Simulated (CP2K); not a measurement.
Runs of CP2K 2026.2 on B. Symmetry: P4/mmm, No. 123, tetragonal system. The conventional cell has a = 2.346 Å, b = 2.346 Å, c = 1.586 Å, α = 90.00°, β = 90.00°, γ = 90.00°. Around B (site symmetry 4/mmm) lie 2 B at 1.59 Å. The cell was built by a generator and needn't be a form met in nature.

```csv
potentials or basis,potentials,gap on the mesh (eV),pressure (GPa)
POTENTIAL_UZH B GTH-PBE0-q3; DZVP-MOLOPT-SR-GTH basis,B GTH-PBE0-q3 of POTENTIAL_UZH,none,-0.4
GTH_POTENTIALS B GTH-PADE-q3; DZVP-MOLOPT-SR-GTH basis,B GTH-PADE-q3 of GTH_POTENTIALS,none,(a)
GTH_POTENTIALS B GTH-BLYP-q3; DZVP-MOLOPT-SR-GTH basis,B GTH-BLYP-q3 of GTH_POTENTIALS,none,(b)
POTENTIAL_UZH B GTH-SCAN-q3; DZVP-MOLOPT-SR-GTH basis,B GTH-SCAN-q3 of POTENTIAL_UZH,none,-2.0
GTH_POTENTIALS B GTH-PBE-q3; DZVP-MOLOPT-SR-GTH basis,B GTH-PBE-q3 of GTH_POTENTIALS,none,-0.6
```

Alike in all rows: task single point; level PBE; no spin polarisation; cell as given; k mesh 11 × 11 × 16; smearing fermi-dirac 0.05 eV.

Q: Estimate the missing entries.

A: (a) -6.0; (b) -1.0.

Caveats: the basis of atomic orbitals isn't converged, which shifts pressures, moduli and gaps; the potentials were made for another functional, which shifts forces and pressure (some runs).

A gap of «none» marks a metal or a gap under the smearing width.
